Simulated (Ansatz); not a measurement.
ZnS: opening a crack plane

ZnS, F-43m, a = 5.443 Å. The compound has several low-lying forms, and this is one of them. Ansatz: PBE, PAW, 420 eV, Γ-centred 5×7×3 mesh on 12 atoms, Gaussian smearing 0.05 eV; no spin polarisation. One cut on (0-11) per cell of 12 atoms is opened rigidly by x, between planes of S+Zn and S+Zn that stand 1.92 Å apart; y is the energy per area (20.950 Å², 1 eV/Å² = 16.02 J/m²).

```tsv
x (Å)	y (J/m²)
0.00	0.000
0.25	?
0.50	0.410
0.75	0.695
1.00	0.940
1.50	1.264
2.00	1.422
3.00	1.527
4.50	1.556
6.00	1.560
```

**Question.** Fit the universal binding curve y = W[1 − (1 + x/l) e^(−x/l)] to the other rows, give the peak stress, and predict the missing value.

**Answer.** Least squares gives W = 1.56 J/m² and l = 0.494 Å. The stress dy/dx peaks at x = l with W/(e l) = 11.6 GPa, for rigid faces. At x = 0.25: x/l = 0.506, y = 0.144 J/m². The run gave 0.136 J/m², so the fit is 0.008 J/m² too high, within twice the rms miss on the fitted rows (0.005 J/m²).

Cost: 12 runs of about 8.2 core-minutes in all, on Arm Neoverse V2 (shared hosts).